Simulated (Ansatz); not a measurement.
The system is TePt.

```xyz
4
Lattice="1.9816 1.1441 6.6610 -1.9816 1.1441 6.6610 0.0000 -2.2881 6.6610" Properties=species:S:1:pos:R:3 pbc="T T T"
Pt    0.0000    0.0000    2.5911
Pt    0.0000    0.0000   17.3920
Te    0.0000    0.0000    8.0332
Te    0.0000    0.0000   11.9499
```

| Item | Value |
| --- | --- |
| Program | Ansatz 0.2.0 |
| Task | relaxation of cell and atoms |
| Functional | PBE |
| Potentials or basis | Ansatz PAW |
| Cutoff | 420 eV (not typed: the program's choice for these potentials) |
| k mesh | 8 × 8 × 8 |
| Occupations | fermi-dirac, width 0.05 eV |
| Spin | no spin polarisation |

At the start: volume 22.65 Å³/atom.

Problem. Where does the relaxation end?

Solution. It ends after 6 steps and the volume is 23.90 Å³/atom (+5.5 %); space group R-3m (No. 166, to 0.05 Å).

The path:
```
step  energy change (eV)  largest force (eV/Å)  volume (Å³)
   1              0.0000                0.3809        90.60
   2             -0.0582                0.0410        95.57
   3             -0.0583                0.0396        95.72
   4             -0.0584                0.0148        95.73
   5             -0.0586                0.0060        95.61
   6             -0.0598                0.0062        95.61
```

Final structure:
```
Pt Te
1.0
     2.00846    1.15959    6.84190
    -2.00846    1.15959    6.84190
     0.00000   -2.31917    6.84190
Pt Te
2 2
Cartesian
  0.0000 0.0000 2.6808
  0.0000 0.0000 17.8449
  0.0000 0.0000 8.2870
  0.0000 0.0000 12.2387
```

Caveat: the plane-wave basis is chosen anew once the cell has moved, so the energies of steps on either side of that aren't comparable.
